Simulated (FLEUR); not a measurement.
# Ag (Im-3m) in FLEUR: notebook

Runs on Ag. Level: PBEsol. Tasks: band structure.

All numbers are computed with FLEUR MaX-R8.1 (later development tree); they aren't measurements. Logs are shortened: lines on timing, memory, paths and dates and some standing lists are left out, and cuts for length are marked.

## (1) The crystal as given

Symmetry: Im-3m, No. 229, cubic system. Conventional cell: a = 3.311 Å, b = 3.311 Å, c = 3.311 Å, α = 90.00°, β = 90.00°, γ = 90.00°. Ag (site symmetry m-3m) is surrounded by 8 Ag at 2.87 Å.

This isn't the form of Ag at room conditions, which is fcc.

## (2) Band structure, PBEsol

inp.xml reads:

```xml
<?xml version="1.0" encoding="UTF-8" standalone="no"?>
<fleurInput fleurInputVersion="0.39">
   <comment>
      Ag                                                                                                  
   </comment>
   <calculationSetup>
      <cutoffs Kmax="4.1" Gmax="12.7" GmaxXC="12.7" numbands="0"/>
      <scfLoop itmax="60" minDistance="0.00001" maxIterBroyd="15" imix="Anderson" alpha="0.05" precondParam="0.0" spinf="2.0" sdNocoIR="T"/>
      <coreElectrons ctail="T" frcor="F" kcrel="0" coretail_lmax="0"/>
      <xcFunctional name="PBEs" relativisticCorrections="F"/>
      <magnetism jspins="1"/>
      <soc l_soc="F" theta="0.0" phi="0.0" spav="F"/>
      <expertModes spex="0" secvar="F"/>
      <geometryOptimization l_f="F" forcealpha="1.0" forcemix="BFGS" epsdisp="0.00001" epsforce="0.00001"/>
      <ldaU l_linMix="F" mixParam="0.05" spinf="1.0"/>
   </calculationSetup>
   <cell>
      <bzIntegration valenceElectrons="19.0" mode="hist" fermiSmearingEnergy="0.00183747">
         <kPointListSelection listName="default-1"/>
         <!-- k-points included here -->
         <xi:include xmlns:xi="http://www.w3.org/2001/XInclude" href="kpts.xml"> </xi:include>
      </bzIntegration>
      <!-- symmetry operations included here -->
      <xi:include xmlns:xi="http://www.w3.org/2001/XInclude" href="sym.xml"> </xi:include>
      <bulkLattice scale="1.0">
         <bravaisMatrix>
            <row-1>   -3.1287326170984882     3.1287326170984882     3.1287326170984882</row-1>
            <row-2>    3.1287326170984882    -3.1287326170984882     3.1287326170984882</row-2>
            <row-3>    3.1287326170984882     3.1287326170984882    -3.1287326170984882</row-3>
         </bravaisMatrix>
      </bulkLattice>
   </cell>
   <atomSpecies>
      <species name="Silver (Ag)" element="Ag" atomicNumber="47">
         <mtSphere radius="2.51" gridPoints="829" logIncrement="0.016"/>
         <atomicCutoffs lmax="10" lnonsphr="10"/>
         <electronConfig flipSpins="F">
            <coreConfig>(1s1/2) (2s1/2) (2p1/2) (2p3/2) (3s1/2) (3p1/2) (3p3/2) (3d3/2) (3d5/2)</coreConfig>
            <valenceConfig>(4s1/2) (4p1/2) (4p3/2) (5s1/2) (4d3/2) (4d5/2)</valenceConfig>
            <stateOccupation state="(5s1/2)" spinUp="0.500000" spinDown="0.500000"/>
         </electronConfig>
         <energyParameters s="5" p="5" d="4" f="4"/>
         <lo type="SCLO" l="0" n="4" eDeriv="0"/>
         <lo type="SCLO" l="1" n="4" eDeriv="0"/>
         <lo type="SCLO" l="1" n="4" eDeriv="1"/>
         <lo type="SCLO" l="2" n="4" eDeriv="2"/>
         <lo type="SCLO" l="3" n="4" eDeriv="2"/>
      </species>
   </atomSpecies>
   <atomGroups>
      <atomGroup species="Silver (Ag)">
         <relPos label="                   1">.0000000000 .0000000000 .0000000000</relPos>
         <force calculate="T" relaxXYZ="TTT"/>
      </atomGroup>
   </atomGroups>
   <output dos="F" band="F" slice="F">
      <checks vchk="F" cdinf="F"/>
      <bandDOS minEnergy="-.5*Htr" maxEnergy="0.5*Htr" sigma="0.015" storeEVData="T"/>
      <vacuumDOS vacdos="F" integ="F" star="F" nstars="0" locx1="0.0" locy1="0.0" locx2="0.0" locy2="0.0" nstm="0" tworkf="0.0"/>
      <unfoldingBand unfoldBand="F" supercellX="1" supercellY="1" supercellZ="1"/>
      <plotting iplot="0" polar="F">
         <plot TwoD="T" vec1="  1.0  0.0  0.0" vec2="  0.0  1.0  0.0" vec3="  0.0  0.0  1.0" zero="  0.0  0.0  0.0" file="plot"/>
      </plotting>
      <chargeDensitySlicing numkpt="0" minEigenval="0.0" maxEigenval="0.0" nnne="0" pallst="F"/>
      <specialOutput eonly="F"/>
      <moessbauerParams electricFieldGradient="T" isomerShift="T" coreHyperfine="T" valenceHyperfine="T"/>
      <magneticCircularDichroism mcd="F" energyLo="-10.0" energyUp="0.0"/>
   </output>
  <!-- We include the file relax.xml here to enable relaxations (see documentation) -->
  <xi:include xmlns:xi="http://www.w3.org/2001/XInclude" href="relax.xml"> <xi:fallback/> </xi:include>
</fleurInput>
```

crystal.txt reads:

```
Ag
&input cartesian=F /
-1.6556540000  1.6556540000  1.6556540000
1.6556540000  -1.6556540000  1.6556540000
1.6556540000  1.6556540000  -1.6556540000
1.8897261246
1.0 1.0 1.0

1
47 0.0000000000  0.0000000000  0.0000000000

&kpt div1=11 div2=11 div3=11 gamma=T /
```

inp.xml (bands) reads:

```
<?xml version="1.0" encoding="UTF-8" standalone="no"?>
<fleurInput fleurInputVersion="0.39">
   <comment>
      Ag                                                                                                  
   </comment>
   <calculationSetup>
      <cutoffs Kmax="4.1" Gmax="12.7" GmaxXC="12.7" numbands="0"/>
      <scfLoop itmax="60" minDistance="0.00001" maxIterBroyd="15" imix="Anderson" alpha="0.05" precondParam="0.0" spinf="2.0" sdNocoIR="T"/>
      <coreElectrons ctail="T" frcor="F" kcrel="0" coretail_lmax="0"/>
      <xcFunctional name="PBEs" relativisticCorrections="F"/>
      <magnetism jspins="1"/>
      <soc l_soc="F" theta="0.0" phi="0.0" spav="F"/>
      <expertModes spex="0" secvar="F"/>
      <geometryOptimization l_f="F" forcealpha="1.0" forcemix="BFGS" epsdisp="0.00001" epsforce="0.00001"/>
      <ldaU l_linMix="F" mixParam="0.05" spinf="1.0"/>
   </calculationSetup>
   <cell>
      <bzIntegration valenceElectrons="19.0" mode="hist" fermiSmearingEnergy="0.00183747">
         <kPointListSelection listName="path-1"/>
         <!-- k-points included here -->
         <xi:include xmlns:xi="http://www.w3.org/2001/XInclude" href="kpts.xml"> </xi:include>
      </bzIntegration>
      <!-- symmetry operations included here -->
      <xi:include xmlns:xi="http://www.w3.org/2001/XInclude" href="sym.xml"> </xi:include>
      <bulkLattice scale="1.0">
         <bravaisMatrix>
            <row-1>   -3.1287326170984882     3.1287326170984882     3.1287326170984882</row-1>
            <row-2>    3.1287326170984882    -3.1287326170984882     3.1287326170984882</row-2>
            <row-3>    3.1287326170984882     3.1287326170984882    -3.1287326170984882</row-3>
         </bravaisMatrix>
      </bulkLattice>
   </cell>
   <atomSpecies>
      <species name="Silver (Ag)" element="Ag" atomicNumber="47">
         <mtSphere radius="2.51" gridPoints="829" logIncrement="0.016"/>
         <atomicCutoffs lmax="10" lnonsphr="10"/>
         <electronConfig flipSpins="F">
            <coreConfig>(1s1/2) (2s1/2) (2p1/2) (2p3/2) (3s1/2) (3p1/2) (3p3/2) (3d3/2) (3d5/2)</coreConfig>
            <valenceConfig>(4s1/2) (4p1/2) (4p3/2) (5s1/2) (4d3/2) (4d5/2)</valenceConfig>
            <stateOccupation state="(5s1/2)" spinUp="0.500000" spinDown="0.500000"/>
         </electronConfig>
         <energyParameters s="5" p="5" d="4" f="4"/>
         <lo type="SCLO" l="0" n="4" eDeriv="0"/>
         <lo type="SCLO" l="1" n="4" eDeriv="0"/>
         <lo type="SCLO" l="1" n="4" eDeriv="1"/>
         <lo type="SCLO" l="2" n="4" eDeriv="2"/>
         <lo type="SCLO" l="3" n="4" eDeriv="2"/>
      </species>
   </atomSpecies>
   <atomGroups>
      <atomGroup species="Silver (Ag)">
         <relPos label="                   1">.0000000000 .0000000000 .0000000000</relPos>
         <force calculate="T" relaxXYZ="TTT"/>
      </atomGroup>
   </atomGroups>
   <output dos="F" band="T" slice="F">
      <checks vchk="F" cdinf="F"/>
      <bandDOS minEnergy="-.5*Htr" maxEnergy="0.5*Htr" sigma="0.015" storeEVData="T"/>
      <vacuumDOS vacdos="F" integ="F" star="F" nstars="0" locx1="0.0" locy1="0.0" locx2="0.0" locy2="0.0" nstm="0" tworkf="0.0"/>
      <unfoldingBand unfoldBand="F" supercellX="1" supercellY="1" supercellZ="1"/>
      <plotting iplot="0" polar="F">
         <plot TwoD="T" vec1="  1.0  0.0  0.0" vec2="  0.0  1.0  0.0" vec3="  0.0  0.0  1.0" zero="  0.0  0.0  0.0" file="plot"/>
      </plotting>
      <chargeDensitySlicing numkpt="0" minEigenval="0.0" maxEigenval="0.0" nnne="0" pallst="F"/>
      <specialOutput eonly="F"/>
      <moessbauerParams electricFieldGradient="T" isomerShift="T" coreHyperfine="T" valenceHyperfine="T"/>
      <magneticCircularDichroism mcd="F" energyLo="-10.0" energyUp="0.0"/>
   </output>
  <!-- We include the file relax.xml here to enable relaxations (see documentation) -->
  <xi:include xmlns:xi="http://www.w3.org/2001/XInclude" href="relax.xml"> <xi:fallback/> </xi:include>
</fleurInput>
```

Potentials or basis: all-electron, FLAPW.

Run with:

```bash
$ inpgen -f crystal.txt -profile fastHighL
$ # inp.xml edited to the form shown
$ fleur_MPI
$ fleur_MPI   # second run, on inp.xml (bands)
```

Output:

```text
Welcome to FLEUR        (www.flapw.de)
      MaX-Release 8.1          (www.max-centre.eu)

 ========== k-point set info ==========
 Selected k-point list: default-1
 k-point list type: mesh
 11 x 11 x 11
 Number of k points: 56

 ------------Calculation Setup---------------------------
 Number of MPI-tasks      :            1
 Number of PE/node        :            1
 Number of OMP-threads    :            1
 Most efficient MPI parallelization for:
           1           2           4           7           8          14          28          56
 Additional eigenvalue parallelization possible
 Number of basis functions:          185
 Approximate size of matrices (H+S) per k-point:         0.001 GB
 --------------------------------------------------------
 Iteration:     1   Distance:      11.48101845 me/bohr^3
 Iteration:     2   Distance:       9.76126653 me/bohr^3
 Iteration:     3   Distance:       3.64933464 me/bohr^3
 Iteration:     4   Distance:       3.72672064 me/bohr^3
 Iteration:     5   Distance:       1.61373928 me/bohr^3
 Iteration:     6   Distance:       0.11367142 me/bohr^3
 Iteration:     7   Distance:       0.13255079 me/bohr^3
 Iteration:     8   Distance:       0.00514694 me/bohr^3
 Iteration:     9   Distance:       0.00739754 me/bohr^3
 Iteration:    10   Distance:       0.00052176 me/bohr^3
 Iteration:    11   Distance:       0.00003514 me/bohr^3
 Iteration:    12   Distance:       0.00002602 me/bohr^3
 Iteration:    13   Distance:       0.00000061 me/bohr^3

 ********************************************************************
 Run finished successfully
 Stop message:
   all done
 ********************************************************************
```

output (bands):

```text
Welcome to FLEUR        (www.flapw.de)
      MaX-Release 8.1          (www.max-centre.eu)

 ========== k-point set info ==========
 Selected k-point list: path-1
 k-point list type: path
 Number of k points: 60

 ------------Calculation Setup---------------------------
 Number of MPI-tasks      :            1
 Number of PE/node        :            1
 Number of OMP-threads    :            1
 Most efficient MPI parallelization for:
           1           2           3           4           5           6          10          12          15          20          30          60
 Additional eigenvalue parallelization possible
 Number of basis functions:          187
 Approximate size of matrices (H+S) per k-point:         0.001 GB
 --------------------------------------------------------
 Fermi energy correction for metals:
 Fermi energy in bands.* files may not be consistent with last density.
 Please correct it manually (e.g. in band.gnu file).

 Note: Band structure data (together with different weights) is also stored in the banddos.hdf file.
       A convenient way of extracting and plotting the data from that file is by making use of the

 ********************************************************************
 Run finished successfully
 Stop message:
   Charge density postprocessing done.
 ********************************************************************
```

out.xml (last iteration):

```text
<iteration numberForCurrentRun="   13" overallNumber="   13">
         <energyParameters units="Htr">
            <atomicEP atomType="1" spin="1" branch="5s" branchLowest="-3.07" branchHighest="1.49" value="0.2059772964"/>
            <atomicEP atomType="1" spin="1" branch="5p" branchLowest="-1.72" branchHighest="2.15" value="0.3543803745"/>
            <atomicEP atomType="1" spin="1" branch="4d" branchLowest="-12.75" branchHighest="0.28" value="0.1497127161"/>
            <atomicEP atomType="1" spin="1" branch="4f" branchLowest="-9.99" branchHighest="2.27" value="0.6613318119"/>
            <loAtomicEP atomType="1" spin="1" branch="4s" branchLowest="-24.68" branchHighest="-3.07" value="-3.0740788670"/>
            <loAtomicEP atomType="1" spin="1" branch="4p" branchLowest="-20.05" branchHighest="-1.72" value="-1.7377063461"/>
            <loAtomicEP atomType="1" spin="1" branch="4p" branchLowest="-20.05" branchHighest="-1.72" value="-1.7377063461"/>
            <loAtomicEP atomType="1" spin="1" branch="4d" branchLowest="-12.75" branchHighest="0.28" value="0.1430143397"/>
            <loAtomicEP atomType="1" spin="1" branch="4f" branchLowest="-9.99" branchHighest="2.27" value="0.6613332552"/>
         </energyParameters>
         <eigenvalues>
            <eigenvaluesAt spin="1" ikpt="1" k_x="0.00000000" k_y="0.00000000" k_z="0.00000000">
                      -3.0745848932       -1.7303830438       -1.7303830438       -1.7303830438        0.0232378705
                       0.1241971785        0.1241971785        0.1241971785        0.1691337374        0.1691337374
                       0.9394503635        0.9394503635        0.9394503635        1.1411370874        1.1411370874
            </eigenvaluesAt>
            <eigenvaluesAt spin="1" ikpt="2" k_x="0.00000000" k_y="0.00000000" k_z="0.09090909">
                      -3.0745436516       -1.7307742225       -1.7305266992       -1.7303777976        0.0327115830
                       0.1219799463        0.1245875376        0.1294324414        0.1668345351        0.1693040326
                       0.9113701692        0.9343766636        0.9450935398        1.0683652387        1.0729166745
            </eigenvaluesAt>
            <eigenvaluesAt spin="1" ikpt="3" k_x="0.00000000" k_y="0.00000000" k_z="0.18181818">
                      -3.0744331226       -1.7318238101       -1.7309117346       -1.7303649499        0.0576565659
                       0.1161613474        0.1273469960        0.1441408625        0.1630009010        0.1698607391
                       0.8140331642        0.8978815262        0.9593905932        0.9983138456        1.0265581628
            </eigenvaluesAt>
            <eigenvaluesAt spin="1" ikpt="4" k_x="0.00000000" k_y="0.00000000" k_z="0.27272727">
[... 21 lines left out ...]
            <state n="3" l="1" j="0.5" energy="-20.8358730052" weight="1.0000000000"/>
            <state n="3" l="1" j="1.5" energy="-19.6995715293" weight="2.0000000000"/>
            <state n="3" l="2" j="1.5" energy="-12.8924360758" weight="2.0000000000"/>
            <state n="3" l="2" j="2.5" energy="-12.6634944348" weight="3.0000000000"/>
         </coreStates>
         <allElectronCharges>
            <spinDependentCharge spin="1" total="47.0000000" interstitial="1.2773837" mtSpheres="45.7226163"/>
            <totalCharge value="46.9999999990"/>
         </allElectronCharges>
         <moessbauerParams unitsHFF="kG" unitsIS="e/bohr^3" unitsEFG="Htr/bohr^2">
            <coreIsomerShift atomType="1" isTotal="147224.78087">
               <shell n="1" l="0" isomerShift="129266.91421"/>
               <shell n="2" l="0" isomerShift="14793.50756"/>
               <shell n="2" l="1" isomerShift="309.35560"/>
               <shell n="3" l="0" isomerShift="2792.39450"/>
               <shell n="3" l="1" isomerShift="62.60899"/>
               <shell n="3" l="2" isomerShift="0.00001"/>
            </coreIsomerShift>
            <isomerShift atomType="1" nucleusRadius="0.0001124" averageDensity="147774.27321"/>
            <electricFieldGradient atomType="1" VXX="0.00000" VYY="0.00000" VZZ="0.00000" asymParam="0.00000">
            </electricFieldGradient>
         </moessbauerParams>
         <totalEnergy                                    value="    -5314.7943183012" units="Htr">
            <sumOfEigenvalues                            value="    -3179.2318609778">
               <coreElectrons value="-3164.2727612677"/>
               <valenceElectrons value="-14.9590997101"/>
            </sumOfEigenvalues>
            <densityCoulombPotentialIntegral value="-8547.0377420151"/>
            <densityEffectivePotentialIntegral value="-8740.1647072523"/>
            <chargeDenXCDenIntegral value="-146.9317683682"/>
            <FockExchangeEnergyValence value="0.0000000000"/>
            <FockExchangeEnergyCore value="0.0000000000"/>
            <atomTypeDependentContributions atomType="1">
               <electronNucleiInteractionDifferentMTs value="6435.8205794961"/>
               <MadelungTerm value="-19.4559457039"/>
            </atomTypeDependentContributions>
            <tkbTimesEntropy value="0.0001288144"/>
            <freeEnergy value="-5314.7944471156"/>
            <extrapolationTo0K value="-5314.7943827084"/>
         </totalEnergy>
         <densityConvergence units="me/bohr^3">
            <chargeDensity spin="1" distance="0.0000006145"/>
         </densityConvergence>
      </iteration>
```

Wall time 14 s (1 thread of Intel Xeon Platinum 8488C (Sapphire Rapids), shared host); peak memory 0.07 GiB.

Results:

* Free energy: -144622.9245 eV
* Band gap along the path: none (metal or under the smearing width)
* Valence electrons inside the program's atomic spheres: Ag 17.72 (radii Ag 2.51 bohr)

Levels at the corners of the path, in eV from the Fermi level:
```
point  band 6  band 7  band 8  band 9  band 10  band 11  band 12  band 13
    Γ   -4.60   -4.60   -4.60   -3.38    -3.38    17.58    17.58    17.58
    H   -5.90   -2.69   -2.69   -2.69     6.69     6.69     6.69    11.99
    N   -5.32   -3.44   -3.27   -2.47     0.05     3.83    13.05    13.89
    Γ   -4.60   -4.60   -4.60   -3.38    -3.38    17.58    17.58    17.58
    P   -4.88   -4.88   -3.25   -3.25     5.35     6.15     6.15     6.15
    H   -5.90   -2.69   -2.69   -2.69     6.69     6.69     6.69    11.99
    P   -4.88   -4.88   -3.25   -3.25     5.35     6.15     6.15     6.15
    N   -5.32   -3.44   -3.27   -2.47     0.05     3.83    13.05    13.89
```

Core levels (eV from the Fermi level):
```
atom                                                                                                                             levels
1 Ag  1s1/2 -25298.6, 2s1/2 -3721.6, 2p1/2 -3458.7, 2p3/2 -3283.6, 3s1/2 -679.5, 3p1/2 -575.0, 3p3/2 -544.0, 3d3/2 -358.8, 3d5/2 -352.6
```

## (3) Band structure, PBEsol, spin-orbit coupling, no magnetisation

Changes to inp.xml since step 2:

```diff
@@ -6,3 +6,3 @@
    <calculationSetup>
-      <cutoffs Kmax="4.1" Gmax="12.7" GmaxXC="12.7" numbands="0"/>
+      <cutoffs Kmax="4.1" Gmax="12.7" GmaxXC="12.7" numbands="all"/>
       <scfLoop itmax="60" minDistance="0.00001" maxIterBroyd="15" imix="Anderson" alpha="0.05" precondParam="0.0" spinf="2.0" sdNocoIR="T"/>
@@ -11,3 +11,3 @@
       <magnetism jspins="1"/>
-      <soc l_soc="F" theta="0.0" phi="0.0" spav="F"/>
+      <soc l_soc="T" theta="0.0" phi="0.0" spav="F"/>
       <expertModes spex="0" secvar="F"/>
```

Changes to crystal.txt since step 2:

```diff
@@ -11,2 +11,3 @@
 
-&kpt div1=11 div2=11 div3=11 gamma=T /
+&soc 0.0 0.0 /
+&kpt div1=8 div2=8 div3=8 gamma=T /
```

Changes to inp.xml (bands) since step 2:

```diff
@@ -6,3 +6,3 @@
    <calculationSetup>
-      <cutoffs Kmax="4.1" Gmax="12.7" GmaxXC="12.7" numbands="0"/>
+      <cutoffs Kmax="4.1" Gmax="12.7" GmaxXC="12.7" numbands="all"/>
       <scfLoop itmax="60" minDistance="0.00001" maxIterBroyd="15" imix="Anderson" alpha="0.05" precondParam="0.0" spinf="2.0" sdNocoIR="T"/>
@@ -11,3 +11,3 @@
       <magnetism jspins="1"/>
-      <soc l_soc="F" theta="0.0" phi="0.0" spav="F"/>
+      <soc l_soc="T" theta="0.0" phi="0.0" spav="F"/>
       <expertModes spex="0" secvar="F"/>
```

Potentials or basis: all-electron, FLAPW.

Run with:

```bash
$ inpgen -f crystal.txt -profile fastHighL
$ # inp.xml edited to the form shown
$ fleur_MPI
$ fleur_MPI   # second run, on inp.xml (bands)
```

Wall time 4.2 min (1 thread of Intel Xeon Platinum 8488C (Sapphire Rapids), shared host); peak memory 0.15 GiB.

It converged, with:

```yaml
Free_energy: -144623.1095 eV
Band_gap_along_the_path: none (metal or under the smearing width)
Valence_electrons_inside_the_program's_atomic_spheres: Ag 17.72 (radii Ag 2.51 bohr)
```

Levels at the corners of the path, in eV from the Fermi level:
```csv
point,band 16,band 17,band 18,band 19,band 20,band 21
Γ,-4.58,-3.52,-3.52,-3.52,-3.52,17.41
H,-2.99,-2.62,-2.62,6.10,6.10,6.74
N,-3.42,-2.62,-2.62,-0.12,-0.12,3.65
Γ,-4.58,-3.52,-3.52,-3.52,-3.52,17.41
P,-3.41,-3.41,-3.41,5.17,5.17,5.80
H,-2.99,-2.62,-2.62,6.10,6.10,6.74
P,-3.41,-3.41,-3.41,5.17,5.17,5.80
N,-3.42,-2.62,-2.62,-0.12,-0.12,3.65
```

Core levels (eV from the Fermi level):
```csv
atom,levels
1 Ag,"1s1/2 -25298.8, 2s1/2 -3721.8, 2p1/2 -3459.0, 2p3/2 -3283.8, 3s1/2 -679.7, 3p1/2 -575.2, 3p3/2 -544.2, 3d3/2 -359.0, 3d5/2 -352.8"
```
